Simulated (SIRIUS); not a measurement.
# TaN (P1) in SIRIUS: single point with PBE

Aim: the single point of TaN with PBE.

All numbers are computed with SIRIUS 7.10.0; they aren't measurements. Logs are shortened: lines on timing, memory, paths and dates and some standing lists are left out, and cuts for length are marked. The log counts tension as positive stress, the text compression.

## Step 1: The cell of the first run

The typed cell holds 2 atoms: a = 2.938 Å, b = 2.938 Å, c = 2.883 Å, α = 90.00°, β = 90.00°, γ = 120.00°.

## Step 2: Single point, PBE (atoms moved at random, drawn with an rms of 0.05 Å)

Input file sirius.json:

```json
{
  "control": {
    "processing_unit": "cpu",
    "verbosity": 2,
    "num_bands_to_print": 16,
    "print_forces": true,
    "print_stress": true
  },
  "parameters": {
    "electronic_structure_method": "pseudopotential",
    "xc_functionals": ["XC_GGA_X_PBE", "XC_GGA_C_PBE"],
    "gk_cutoff": 9.2,
    "pw_cutoff": 18.4,
    "ngridk": [10, 10, 9],
    "shiftk": [0, 0, 0],
    "smearing": "fermi_dirac",
    "smearing_width": 0.0018374661,
    "num_bands": 16,
    "num_mag_dims": 0,
    "num_dft_iter": 100,
    "energy_tol": 1e-08,
    "density_tol": 1e-06
  },
  "iterative_solver": {
    "type": "davidson",
    "min_tolerance": 1e-09,
    "tolerance_scale": [0.1, 0.25]
  },
  "mixer": {
    "type": "anderson",
    "beta": 0.7,
    "max_history": 8
  },
  "settings": {
    "tol_ne": 1e-10,
    "pseudo_grid_cutoff": 6.5
  },
  "unit_cell": {
    "lattice_vectors": [
      [5.552017451747, 0.0, 0.0],
      [-2.776008716425, 4.808188159989, 0.0],
      [0.0, 0.0, 5.448084593591]
    ],
    "atom_coordinate_units": "lattice",
    "atom_types": ["Ta", "N"],
    "atom_files": {
      "Ta": "Ta.json",
      "N": "N.json"
    },
    "atoms": {
      "Ta": [
        [0.344778, 0.674995, 0.483264]
      ],
      "N": [
        [-0.014112, 0.005473, 0.005873]
      ]
    }
  }
}
```

Potentials or basis: PseudoDojo 0.4.1 PBE standard (scalar relativistic).

Started as:

```sh
$ upf_to_json Ta.upf
$ upf_to_json N.upf
$ OMP_NUM_THREADS=1 sirius.scf --input=sirius.json --output=out.json --task=0
```

What it wrote:

```text
[info] SIRIUS version : 7.10.0
[info] number of MPI ranks           : 1
[info] MPI grid                      : 1 1
[info] maximum number of OMP threads : 1
[fft] FFT context for density and potential
[fft] =====================================
[fft]   comm size                             : 1
[fft]   plane wave cutoff                     : 18.4
[fft]   grid size                             : 36 36 36   total : 46656
[fft]   grid limits                           : -17 18   -17 18   -17 18
[fft]   number of G-vectors within the cutoff : 7648
[fft]   local number of G-vectors             : 7648
[fft]   number of G-shells                    : 818
[fft] FFT context for coarse grid
[fft] =====================================
[fft]   comm size                             : 1
[fft]   plane wave cutoff                     : 18.4
[fft]   grid size                             : 36 36 36   total : 46656
[fft]   grid limits                           : -17 18   -17 18   -17 18
[fft]   number of G-vectors within the cutoff : 7648
[fft]   local number of G-vectors             : 7648
[fft]   number of G-shells                    : 818
[unit cell] lattice vectors
[unit cell]   a1 :       5.5520174517      0.0000000000      0.0000000000
[unit cell]   a2 :      -2.7760087164      4.8081881600      0.0000000000
[unit cell]   a3 :       0.0000000000      0.0000000000      5.4480845936
[unit cell] reciprocal lattice vectors
[unit cell]   b1 :       1.1316940845      0.6533838815     -0.0000000000
[unit cell]   b2 :       0.0000000000      1.3067677674      0.0000000000
[unit cell]   b3 :       0.0000000000     -0.0000000000      1.1532833603
[unit cell] unit cell volume :       145.43740589 [a.u.^3]
[unit cell] 1/sqrt(omega)    :         0.08292051
[unit cell] MT volume        :         0.00000000 ( 0.00%)
[unit cell] IT volume        :       145.43740589 (100.00%)
[unit cell] number of atom types : 2
[unit cell] type id : 0 symbol : Ta mt_radius :  14.490000 num_atoms : 1
[unit cell] type id : 1 symbol :  N mt_radius :  10.570000 num_atoms : 1
[unit cell] total number of atoms : 2
[unit cell] number of symmetry classes : 2
[unit cell] number of PAW atoms : 0
[unit cell] atom id  type id  class id             position                      vector_field
[unit cell] ------------------------------------------------------------------------------------------
[unit cell]      0        0        0      0.34478   0.67500   0.48326      0.00000   0.00000   0.00000
[unit cell]      1        1        1     -0.01411   0.00547   0.00587      0.00000   0.00000   0.00000
[unit cell] atom id         position (Cartesian, a.u.)
[unit cell] ---------------------------------------------
[unit cell]      0       0.040421    3.245503    2.632863
[unit cell]      1      -0.093543    0.026315    0.031997
[unit cell] class id : 0 atom id : 0
[unit cell] class id : 1 atom id : 1
[unit cell] minimum bond length:     4.033587
[unit cell] total number of pseudo wave-functions: 14
[sym] space group number   : 1
[sym] international symbol : P1
[sym] Hall symbol          : P 1
[sym] space group transformation matrix :
[sym]   0.0000  0.0000 -1.0000
[sym]   0.0000 -1.0000  0.0000
[sym]  -1.0000  0.0000  0.0000
[sym] space group origin shift :
[sym]   0.0000  0.0000  0.0000
[sym] number of space group operations  : 1
[sym] number of magnetic group operations : 1
[sym] metric tensor error: 0.0000e+00
[sym] rotation matrix error: 3.3307e-16
[sym] symmetry operations
[... list of symmetry operations ...]
[atom type] label          : Ta
[atom type] --------------------------------------------------------------------------------
[atom type] symbol         : Ta
[atom type] name           :
[atom type] zn             : 13
[atom type] mass           : 0
[atom type] mt_radius      : 14.49
[atom type] num_mt_points  : 1450
[atom type] grid_origin    : 0
[atom type] grid_name      : external
[atom type] number of core electrons    : 0
[atom type] number of valence electrons : 13
[atom type] total number of radial functions : 8
[atom type] lmax of radial functions         : 3
[atom type] max. number of radial functions  : 2
[atom type] total number of basis functions  : 32
[atom type] number of aw basis functions     : 32
[atom type] number of lo basis functions     : 0
[atom type] lmax_apw                         : -1
[... 192 lines left out ...]
[find] Efermi                         :       0.73754314
[find] iteration : 3, RMS : 1.416195389617e-03, energy difference : -1.726034767557e-04
[find] Hartree energy of density residual : 4.940218249897e-04
[find] | SCF iteration   4 out of 100|
[diagonalize] iterative solver tolerance (occupied, empty): 3.53388e-05 3.53388e-05
[... 47 lines left out ...]
[find] Free energy (E-TS)             :     -75.55978038 (Ha),    -151.11956076 (Ry)
[find] band gap (eV)                  :       0.00000000
[find] Efermi                         :       0.74024869
[find] iteration : 9, RMS : 1.379431349039e-06, energy difference : -7.765237342028e-10
[find] Hartree energy of density residual : 1.576401060968e-10
[find] | SCF iteration  10 out of 100|
[diagonalize] iterative solver tolerance (occupied, empty): 8.62764e-09 8.62764e-09
[diagonalize] average number of iterations: 2.52876
[find] Total energy                   :     -75.55976577 (Ha),    -151.11953153 (Ry)
[find] Free energy (E-TS)             :     -75.55978038 (Ha),    -151.11956076 (Ry)
[find] band gap (eV)                  :       0.00000000
[find] Efermi                         :       0.74024820
[find] iteration : 10, RMS : 2.274899880908e-07, energy difference : 1.096793766919e-10
[find] Hartree energy of density residual : 4.084126887640e-12
[find] bands are converged : true
[find] iterative solver converged : false
[find] +------------------------------+
[find] | SCF iteration  11 out of 100|
[find] +------------------------------+
[diagonalize] iterative solver tolerance (occupied, empty): 2.15691e-09 2.15691e-09
[diagonalize] average number of iterations: 2.6969
[diagonalize] Lowest band energies
[diagonalize] ik:    0   -1.779031   -0.541141   -0.531805   -0.531728    0.086052    0.565258    0.569578    0.582458    0.636854    0.813793    0.858178    0.878295    0.888490    0.894745    1.210903    1.320622
[diagonalize] ik:    1   -1.778765   -0.540642   -0.535674   -0.532645    0.093760    0.547151    0.572991    0.589226    0.627321    0.831864    0.852125    0.876695    0.892068    0.900663    1.217838    1.334948
[diagonalize] ik:    2   -1.778065   -0.545739   -0.539271   -0.534828    0.114325    0.505270    0.587079    0.589742    0.622390    0.812282    0.870461    0.888362    0.904292    0.925526    1.228282    1.360571
[diagonalize] ik:    3   -1.777198   -0.557551   -0.537621   -0.537481    0.140995    0.465510    0.565690    0.604180    0.630319    0.812347    0.863054    0.900307    0.937722    0.960352    1.241474    1.352597
[diagonalize] ik:    4   -1.776494   -0.566701   -0.539610   -0.536255    0.164276    0.437946    0.547119    0.610489    0.625969    0.853303    0.856002    0.920182    0.942856    0.996240    1.207690    1.312417
[diagonalize] ...
[diagonalize] ik:  447   -1.774514   -0.564417   -0.562017   -0.538940    0.155693    0.472247    0.498324    0.563164    0.708487    0.885509    0.929650    0.954775    0.992410    1.118415    1.183276    1.219776
[diagonalize] ik:  448   -1.774513   -0.564404   -0.562040   -0.538935    0.155275    0.474171    0.498170    0.562012    0.709281    0.888688    0.925245    0.954436    0.988938    1.123226    1.186597    1.221253
[diagonalize] ik:  449   -1.774986   -0.566122   -0.556653   -0.537178    0.158975    0.474324    0.510212    0.565783    0.684630    0.872712    0.882619    0.934748    0.965873    1.129156    1.212972    1.252793
[diagonalize] ik:  450   -1.775749   -0.568864   -0.547691   -0.534311    0.165407    0.457074    0.537581    0.573640    0.673481    0.815468    0.872165    0.903242    0.928660    1.111406    1.189516    1.283569
[diagonalize] ik:  451   -1.776509   -0.571571   -0.538386   -0.531417    0.172042    0.429790    0.566330    0.585340    0.690197    0.770106    0.861240    0.876881    0.892229    1.069108    1.152564    1.322300
[find] Charges and magnetic moments
[find] --------------------------------------------------------------------------------
[find] total charge          : 18.000000
[find] Energy
[find] --------------------------------------------------------------------------------
[find] valence_eval_sum               :      -2.02205002
[find] <rho|V^{XC}>                   :     -13.67897885
[find] <rho|E^{XC}>                   :     -17.92594301
[find] <mag|B^{XC}>                   :       0.00000000
[find] <rho|V^{H}>                    :      15.61198694
[find] one-electron contribution      :      -3.95505811 (Ha),      -7.91011621 (Ry)
[find] hartree contribution           :       7.80599347
[find] xc contribution                :     -17.92594301
[find] ewald contribution             :     -61.48475873
[find] PAW contribution               :       0.00000000
[find] smearing (-TS)                 :      -0.00001461
[find] SCF correction                 :       0.00000061
[find] Total energy                   :     -75.55976577 (Ha),    -151.11953153 (Ry)
[find] Free energy (E-TS)             :     -75.55978038 (Ha),    -151.11956076 (Ry)
[find] band gap (eV)                  :       0.00000000
[find] Efermi                         :       0.74024823
[find] iteration : 11, RMS : 5.949853849389e-08, energy difference : 1.176658770419e-11
[find] Hartree energy of density residual : 1.455775479641e-13
[find] bands are converged : true
[find] iterative solver converged : true
[find] converged after 12 SCF iterations!
[find] Charges and magnetic moments
[find] --------------------------------------------------------------------------------
[find] total charge          : 18.000000
[find] Energy
[find] --------------------------------------------------------------------------------
[find] valence_eval_sum               :      -2.02205002
[find] <rho|V^{XC}>                   :     -13.67897885
[find] <rho|E^{XC}>                   :     -17.92594301
[find] <mag|B^{XC}>                   :       0.00000000
[find] <rho|V^{H}>                    :      15.61198694
[find] one-electron contribution      :      -3.95505811 (Ha),      -7.91011621 (Ry)
[find] hartree contribution           :       7.80599347
[find] xc contribution                :     -17.92594301
[find] ewald contribution             :     -61.48475873
[find] PAW contribution               :       0.00000000
[find] smearing (-TS)                 :      -0.00001461
[find] SCF correction                 :       0.00000061
[find] Total energy                   :     -75.55976577 (Ha),    -151.11953153 (Ry)
[find] Free energy (E-TS)             :     -75.55978038 (Ha),    -151.11956076 (Ry)
[find] band gap (eV)                  :       0.00000000
[find] Efermi                         :       0.74024823
[ground_state] === stress tensor components [kbar] ===
[ground_state] === stress_kin ===
[ground_state] -32935.171277   11.398492   12.232970
[ground_state]    11.398492-32930.419762    1.821761
[ground_state]    12.232970    1.821761-32379.910295
[ground_state] === stress_har ===
[ground_state] -4670.607376 -551.324809   24.841806
[ground_state]  -551.324809-4580.760241    4.390395
[ground_state]    24.841806    4.390395-6539.633696
[ground_state] === stress_ewald ===
[ground_state] 42956.821689-1337.015627   96.764201
[ground_state] -1337.01562743181.300251   18.418904
[ground_state]    96.764201   18.41890438241.421769
[ground_state] === stress_vloc ===
[ground_state] -2396.996301 1874.917194 -117.590581
[ground_state]  1874.917194-2711.843285  -21.574114
[ground_state]  -117.590581  -21.574114 3627.979387
[ground_state] === stress_xc ===
[ground_state] -8249.837331   -3.441501    0.427326
[ground_state]    -3.441501-8249.163154    0.071257
[ground_state]     0.427326    0.071257-8253.897998
[ground_state] === stress_core ===
[ground_state] 16818.958380    1.607201   -0.165234
[ground_state]     1.60720116818.485104   -0.034989
[ground_state]    -0.165234   -0.03498916816.872874
[ground_state] === stress_nonloc ===
[ground_state] -11580.953692   -7.333101    0.315689
[ground_state]    -7.333101-11578.185549   -0.110482
[ground_state]     0.315689   -0.110482-11588.064320
[ground_state] === stress_us_nl ===
[ground_state] -11580.953692   -7.333101    0.315689
[ground_state]    -7.333101-11578.185549   -0.110482
[ground_state]     0.315689   -0.110482-11588.064320
[ground_state] === stress_total ===
[ground_state]   -57.785908  -11.192151   16.826177
[ground_state]   -11.192151  -50.586636    2.982733
[ground_state]    16.826177    2.982733  -75.232279
[ground_state] ==== total Forces in Ha/bohr =====
[ground_state] atom:    0, force:      -0.0183498     -0.0025794      0.0184200
[ground_state] atom:    1, force:       0.0183498      0.0025794     -0.0184199
[ground_state] ==== ultrasoft contribution from Qij =====
[ground_state] atom:    0, force:       0.0000000      0.0000000      0.0000000
[ground_state] atom:    1, force:       0.0000000      0.0000000      0.0000000
[ground_state] ==== non-local contribution from Beta-projector =====
[ground_state] atom:    0, force:      -0.0083893     -0.0012610      0.0023450
[ground_state] atom:    1, force:       0.0202620      0.0011750     -0.0097053
[ground_state] ==== contribution from local potential =====
[ground_state] atom:    0, force:       0.1814052      0.0337530     -0.3385546
[ground_state] atom:    1, force:      -0.1904931     -0.0332576      0.3414098
[ground_state] ==== contribution from core density =====
[ground_state] atom:    0, force:      -0.0014720     -0.0002612      0.0033089
[ground_state] atom:    1, force:      -0.0013128     -0.0001482      0.0011962
[ground_state] ==== Ewald forces from ions =====
[ground_state] atom:    0, force:      -0.1898937     -0.0348102      0.3513205
[ground_state] atom:    1, force:       0.1898937      0.0348102     -0.3513205
[~DFT_ground_state] local op. applied: 202819
[~DFT_ground_state] evp. work count: 51705.8
[~DFT_ground_state] number of iterative solver steps: 15676
```

It took 5 min on 1 thread of Arm Neoverse V1, shared host; peak memory 1.8 GiB.

Results:

| Quantity | Value |
| --- | --- |
| Free energy | -2056.0864 eV |
| Pressure | 6.1 GPa |
| Largest force | 1.344 eV/Å |
| Band gap on the k mesh | none (metal or under the smearing width) |

Forces on the atoms (eV/Å):
```
Ta  -0.944 -0.133  0.947
N    0.944  0.133 -0.947
```

Stress tensor (GPa, compression positive):
```
 5.78  1.12 -1.68
 1.12  5.06 -0.30
-1.68 -0.30  7.52
```

Spin-orbit coupling is left out, which matters for the levels of Ta.
